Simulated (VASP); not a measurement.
Input of a VASP 6.6.1 run:

The input INCAR:

```
SYSTEM = C
PREC = Accurate
ENCUT = 600
EDIFF = 1E-6
ISMEAR = 0
SIGMA = 0.1
LREAL = .FALSE.
LASPH = .TRUE.
NELM = 100
ALGO = Fast
ISIF = 3
LWAVE = .FALSE.
LCHARG = .FALSE.
GGA = PE
IBRION = 2
NSW = 90
EDIFFG = -0.04
```

KPOINTS

```
Automatic mesh
0
G
  8 8 8
  0 0 0
```

The input POSCAR:

```
C
1.0
   -1.3885943000      1.3885943000      2.7695623600
    1.3885943000     -1.3885943000      2.7695623600
    1.3885943000      1.3885943000     -2.7695623600
C
4
Direct
    0.3750000000      0.9863820100      0.1113820100
    0.7363820100      0.1250000000      0.1113820100
    0.0136179900      0.6250000000      0.8886179900
    0.8750000000      0.2636179900      0.8886179900
```

Potentials or basis: VASP PAW PBE potentials, release 64 (C).

Command:

```console
$ cat potpaw_PBE.64/C/POTCAR > POTCAR
$ mpirun -np 1 vasp_std > vasp.out
```

Problem. Estimate the space group after relaxing (to 0.05 Å).

Solution. I4_122 (No. 98).

Problem. What does it give for the band gap on the k mesh?

Solution. None (metal or under the smearing width).

Problem. Predict the relaxed volume.

Solution. 6.30 Å³/atom.

Problem. Predict the relaxed cell.

Solution. a = 3.611 Å, b = 3.611 Å, c = 3.611 Å, α = 132.37°, β = 132.37°, γ = 69.64°.

Step by step:
```
step  energy change (eV)  largest force (eV/Å)  pressure (GPa)  volume (Å³)
   1              0.0000                1.9855           77.59        21.36
   2              0.2593                1.4152          -42.88        30.27
   3             -1.0037                0.4124            0.65        24.92
   4             -1.0070                0.3410            3.17        24.74
   5             -1.0072                0.3117            4.19        24.67
   6             -1.0160                0.3707           -2.86        25.24
   7             -1.0204                0.1180           -0.40        25.03
   8             -1.0257                0.0828            0.34        25.07
   9             -1.0272                0.0550            1.04        25.11
  10             -1.0273                0.0518            1.12        25.11
  11             -1.0274                0.0561           -0.78        25.28
  12             -1.0277                0.0065            0.08        25.20
```

Caveat: the k mesh is coarse (spacing up to 0.40 Å⁻¹), so the values aren't converged; the volume moved by over 15 % at a fixed basis, so the end points are rough.
